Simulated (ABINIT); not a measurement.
# Ir (Fm-3m) in ABINIT: equation of state

Aim: energy against volume of Ir in PBEsol, for its equilibrium volume and stiffness.

Program: ABINIT 10.8.3 (patched build). These are calculated values, not measurements. Logs are shortened: lines on timing, memory, paths and dates and some standing lists are left out, and cuts for length are marked. The log counts tension as positive stress, the text compression.

## 1. The crystal as given

Symmetry: Fm-3m, No. 225, cubic system. The conventional cell has a = 3.831 Å, b = 3.831 Å, c = 3.831 Å, α = 90.00°, β = 90.00°, γ = 90.00°. Ir (site symmetry m-3m) is surrounded by 12 Ir at 2.71 Å.

## 2. Equation of state, PBEsol

Input file run.abi:

```
# Datasets: one volume each
ndtset 7
getwfk -1
scalecart1 3*0.9795861087
scalecart2 3*0.9864848297
scalecart3 3*0.9932883884
scalecart4 3*1.0000000000
scalecart5 3*1.0066227096
scalecart6 3*1.0131594038
scalecart7 3*1.0196128224

# Pseudopotentials
pp_dirpath "./"
pseudos "Ir.GGA_PBE-JTH.xml"

# Structure
acell 5.1193956283 5.1193956283 5.1193956283
rprim
     0.0000000000     0.7071067812     0.7071067812
     0.7071067812     0.0000000000     0.7071067812
     0.7071067812     0.7071067812     0.0000000000
ntypat 1
znucl 77
natom 1
typat 1
xred
     0.0000000000     0.0000000000     0.0000000000

# Plane-wave basis
ecut 16.0
pawecutdg 32.0
pawxcdev 0

# k points
kptopt 1
ngkpt 12 12 12
nshiftk 1
shiftk 0.0 0.0 0.0

# Exchange and correlation
ixc -116133

# Bands and occupations
nband 12
occopt 3
tsmear 0.00183747

# SCF cycle
nstep 100
tolvrs 1.0e-9

# Output
iomode 3
prtwf 1
prtden 0
prteig 0
prtebands 0
enunit 1
```

Potentials or basis: JTH PAW PBE v2.0.

Launch:

```bash
> abinit run.abi > log 2>&1
```

run.abo:

```text
.Version 10.8.3 of ABINIT
 DATASET    1 : space group Fm -3 m (#225); Bravais cF (face-center cubic)
================================================================================
 Values of the parameters that define the memory need for DATASET  1.
     intxc =       0    ionmov =       0      iscf =      17    lmnmax =      18
     lnmax =       6     mgfft =      20  mpssoang =       3    mqgrid =    3001
     natom =       1  nloc_mem =       2    nspden =       1   nspinor =       1
    nsppol =       1      nsym =      48    n1xccc =       1    ntypat =       1
    occopt =       3   xclevel =       2
       mpw =         290          nfft =        8000          nkpt =          72
 PAW method is used; the additional fine FFT grid is defined by:
   mgfftf=        27    nfftf =     19683
================================================================================
================================================================================
[... 71 lines left out ...]
 DATASET    7 : space group Fm -3 m (#225); Bravais cF (face-center cubic)
================================================================================
 Values of the parameters that define the memory need for DATASET  7.
     intxc =       0    ionmov =       0      iscf =      17    lmnmax =      18
     lnmax =       6     mgfft =      20  mpssoang =       3    mqgrid =    3001
     natom =       1  nloc_mem =       2    nspden =       1   nspinor =       1
    nsppol =       1      nsym =      48    n1xccc =       1    ntypat =       1
    occopt =       3   xclevel =       2
       mpw =         322          nfft =        8000          nkpt =          72
 PAW method is used; the additional fine FFT grid is defined by:
   mgfftf=        30    nfftf =     27000
================================================================================
================================================================================

--------------------------------------------------------------------------------
------------- Echo of variables that govern the present computation ------------
--------------------------------------------------------------------------------
 -outvars: echo values of preprocessed input variables --------
            acell      5.1193956283E+00  5.1193956283E+00  5.1193956283E+00 Bohr
              amu      1.92220000E+02
             ecut      1.60000000E+01 Hartree
           enunit           1
           getwfk          -1
                       outvar_i_n : Printing only first  50 k-points.
              ixc     -116133
           jdtset        1    2    3    4    5    6    7
                       outvar_i_n : Printing only first  50 k-points.
         kptrlatt       12    0    0      0   12    0      0    0   12
          kptrlen1     6.01786661E+01
          kptrlen2     6.06024735E+01
          kptrlen3     6.10204348E+01
          kptrlen4     6.14327475E+01
          kptrlen5     6.18395988E+01
          kptrlen6     6.22411659E+01
          kptrlen7     6.26376171E+01
            natom           1
            nband          12
           ndtset           7
            ngfft          20      20      20
          ngfftdg1         27      27      27
          ngfftdg2         27      27      27
          ngfftdg3         27      27      27
          ngfftdg4         30      30      30
          ngfftdg5         30      30      30
          ngfftdg6         30      30      30
          ngfftdg7         30      30      30
             nkpt          72
            nstep         100
             nsym          48
           ntypat           1
                       prtocc : prtvol=0, do not print more k-points.
           occopt           3
        pawecutdg      3.20000000E+01 Hartree
         pawxcdev           0
           prtden           0
        prtebands           0
           prteig           0
            rprim1     0.0000000000E+00  6.9267198023E-01  6.9267198023E-01
                       6.9267198023E-01  0.0000000000E+00  6.9267198023E-01
                       6.9267198023E-01  6.9267198023E-01  0.0000000000E+00
            rprim2     0.0000000000E+00  6.9755011263E-01  6.9755011263E-01
                       6.9755011263E-01  0.0000000000E+00  6.9755011263E-01
                       6.9755011263E-01  6.9755011263E-01  0.0000000000E+00
            rprim3     0.0000000000E+00  7.0236095512E-01  7.0236095512E-01
                       7.0236095512E-01  0.0000000000E+00  7.0236095512E-01
                       7.0236095512E-01  7.0236095512E-01  0.0000000000E+00
            rprim4     0.0000000000E+00  7.0710678120E-01  7.0710678120E-01
                       7.0710678120E-01  0.0000000000E+00  7.0710678120E-01
                       7.0710678120E-01  7.0710678120E-01  0.0000000000E+00
            rprim5     0.0000000000E+00  7.1178974407E-01  7.1178974407E-01
                       7.1178974407E-01  0.0000000000E+00  7.1178974407E-01
                       7.1178974407E-01  7.1178974407E-01  0.0000000000E+00
            rprim6     0.0000000000E+00  7.1641188486E-01  7.1641188486E-01
                       7.1641188486E-01  0.0000000000E+00  7.1641188486E-01
                       7.1641188486E-01  7.1641188486E-01  0.0000000000E+00
            rprim7     0.0000000000E+00  7.2097514092E-01  7.2097514092E-01
                       7.2097514092E-01  0.0000000000E+00  7.2097514092E-01
                       7.2097514092E-01  7.2097514092E-01  0.0000000000E+00
          spgroup         225
           tolvrs      1.00000000E-09
           tsmear      1.83747000E-03 Hartree
            typat      1
           useylm           1
                       outvars : Printing only first  50 k-points.
            znucl       77.00000

================================================================================

 chkinp: Checking input parameters for consistency, jdtset=   1.

 chkinp: Checking input parameters for consistency, jdtset=   2.

 chkinp: Checking input parameters for consistency, jdtset=   3.

 chkinp: Checking input parameters for consistency, jdtset=   4.
[... 30 lines left out ...]
 getcut : COMMENT -
  Note that boxcut > 2.2 ; recall that boxcut=Gcut(box)/Gcut(sphere) = 2
  is sufficient for exact treatment of convolution.
  Such a large boxcut is a waste : you could raise ecut
  e.g. ecut=   19.622174 Hartrees makes boxcut=2

 Fine grid specifications (used for densities):

 getcut: wavevector=  0.0000  0.0000  0.0000  ngfft=  27  27  27
         ecut(hartree)=     32.000   => boxcut(ratio)=   2.03898

--- Pseudopotential description ------------------------------------------------
- pspini: atom type   1  psp file is ./Ir.GGA_PBE-JTH.xml
 Pseudopotential format is: paw10
 basis_size (lnmax)=  6 (lmn_size= 18), orbitals=   0   0   1   1   2   2
 Spheres core radius: rc_sph= 2.51065676
 Shapefunction is SIN type: shapef(r)=[sin(pi*r/rshp)/(pi*r/rshp)]**2
 Radius for shape functions =  2.20407242
 Compensation charge density is not taken into account in XC energy/potential

   5.25859805E+02                                ecore*ucvol(ha*bohr**3)
--------------------------------------------------------------------------------

================================================================================

--- !BeginCycle
iteration_state: {dtset: 1, }
solver: {iscf: 17, nstep: 100, nline: 4, wfoptalg: 10, }
tolerances: {tolvrs: 1.00E-09, }
...

     iter   Etot(hartree)      deltaE(h)  residm     nres2
 ETOT  1  -75.763259484023    -7.576E+01 2.886E+01 3.275E+00
 ETOT  2  -77.140145582466    -1.377E+00 1.408E-01 4.919E+00
 ETOT  3  -77.121299640284     1.885E-02 2.607E-02 1.252E+00
 ETOT  4  -77.116873792911     4.426E-03 7.638E-03 6.128E-02
 ETOT  5  -77.116951851391    -7.806E-05 6.727E-03 5.106E-04
 ETOT  6  -77.116963875075    -1.202E-05 1.063E-03 2.620E-05
 ETOT  7  -77.116964721376    -8.463E-07 3.921E-04 1.037E-05
 ETOT  8  -77.116964692031     2.935E-08 2.868E-04 1.499E-06
 ETOT  9  -77.116964686775     5.256E-09 1.451E-04 8.298E-08
 ETOT 10  -77.116964687218    -4.426E-10 1.002E-04 1.437E-08
 ETOT 11  -77.116964687274    -5.642E-11 5.698E-05 7.806E-11
[... 1135 lines left out ...]
 Cartesian components of stress tensor (hartree/bohr^3)
  sigma(1 1)=  6.64763829E-04  sigma(3 2)=  0.00000000E+00
  sigma(2 2)=  6.64763829E-04  sigma(3 1)=  0.00000000E+00
  sigma(3 3)=  6.64763829E-04  sigma(2 1)=  0.00000000E+00

-Cartesian components of stress tensor (GPa)         [Pressure= -1.9558E+01 GPa]
- sigma(1 1)=  1.95580271E+01  sigma(3 2)=  0.00000000E+00
- sigma(2 2)=  1.95580271E+01  sigma(3 1)=  0.00000000E+00
- sigma(3 3)=  1.95580271E+01  sigma(2 1)=  0.00000000E+00

== END DATASET(S) ==============================================================
================================================================================

 -outvars: echo values of variables after computation  --------
            acell      5.1193956283E+00  5.1193956283E+00  5.1193956283E+00 Bohr
           etotal1    -7.7116964687E+01
           etotal2    -7.7118463332E+01
           etotal3    -7.7119307361E+01
           etotal4    -7.7119564540E+01
           etotal5    -7.7119337639E+01
           etotal6    -7.7118660009E+01
           etotal7    -7.7117588730E+01
            fcart1    -0.0000000000E+00 -0.0000000000E+00 -0.0000000000E+00
            fcart2    -0.0000000000E+00 -0.0000000000E+00 -0.0000000000E+00
            fcart3    -0.0000000000E+00 -0.0000000000E+00 -0.0000000000E+00
            fcart4    -0.0000000000E+00 -0.0000000000E+00 -0.0000000000E+00
            fcart5    -0.0000000000E+00 -0.0000000000E+00 -0.0000000000E+00
            fcart6    -0.0000000000E+00 -0.0000000000E+00 -0.0000000000E+00
            fcart7    -0.0000000000E+00 -0.0000000000E+00 -0.0000000000E+00
            rprim1     0.0000000000E+00  6.9267198023E-01  6.9267198023E-01
                       6.9267198023E-01  0.0000000000E+00  6.9267198023E-01
                       6.9267198023E-01  6.9267198023E-01  0.0000000000E+00
            rprim2     0.0000000000E+00  6.9755011263E-01  6.9755011263E-01
                       6.9755011263E-01  0.0000000000E+00  6.9755011263E-01
                       6.9755011263E-01  6.9755011263E-01  0.0000000000E+00
            rprim3     0.0000000000E+00  7.0236095512E-01  7.0236095512E-01
                       7.0236095512E-01  0.0000000000E+00  7.0236095512E-01
[... 9 lines left out ...]
                       7.1641188486E-01  7.1641188486E-01  0.0000000000E+00
            rprim7     0.0000000000E+00  7.2097514092E-01  7.2097514092E-01
                       7.2097514092E-01  0.0000000000E+00  7.2097514092E-01
                       7.2097514092E-01  7.2097514092E-01  0.0000000000E+00
           strten1    -9.7077367736E-04 -9.7077367736E-04 -9.7077367736E-04
                       0.0000000000E+00  0.0000000000E+00  0.0000000000E+00
           strten2    -6.0354019183E-04 -6.0354019183E-04 -6.0354019183E-04
                       0.0000000000E+00  0.0000000000E+00  0.0000000000E+00
           strten3    -2.7998362763E-04 -2.7998362763E-04 -2.7998362763E-04
                       0.0000000000E+00  0.0000000000E+00  0.0000000000E+00
           strten4    -2.4648949415E-06 -2.4648949415E-06 -2.4648949415E-06
                       0.0000000000E+00  0.0000000000E+00  0.0000000000E+00
           strten5     2.4778825024E-04  2.4778825024E-04  2.4778825024E-04
                       0.0000000000E+00  0.0000000000E+00  0.0000000000E+00
           strten6     4.7144655317E-04  4.7144655317E-04  4.7144655317E-04
                       0.0000000000E+00  0.0000000000E+00  0.0000000000E+00
           strten7     6.6476382874E-04  6.6476382874E-04  6.6476382874E-04
                       0.0000000000E+00  0.0000000000E+00  0.0000000000E+00
 Calculation completed.
```

Run time: 48 s. Hardware: 1 thread of Arm Neoverse V2, shared host; peak memory 0.13 GiB.

Results:

| Item | Value |
| --- | --- |
| Equilibrium volume | 14.06 Å³/atom |
| Bulk modulus | 390 GPa |
| Pressure derivative of the bulk modulus | 5.5 (rough: it moves with the points fitted) |

Energy against volume, from the lowest point:
```csv
volume (Å³/atom),energy (meV/atom)
13.215,70.75
13.496,29.97
13.778,7.00
14.059,0.00
14.340,6.17
14.621,24.61
14.902,53.76
```

Caveat: pressures at fixed basis lie under the slope of the energies; the PAW data sets were made with another functional, which shifts forces and pressure a little; the atomic spheres overlap.
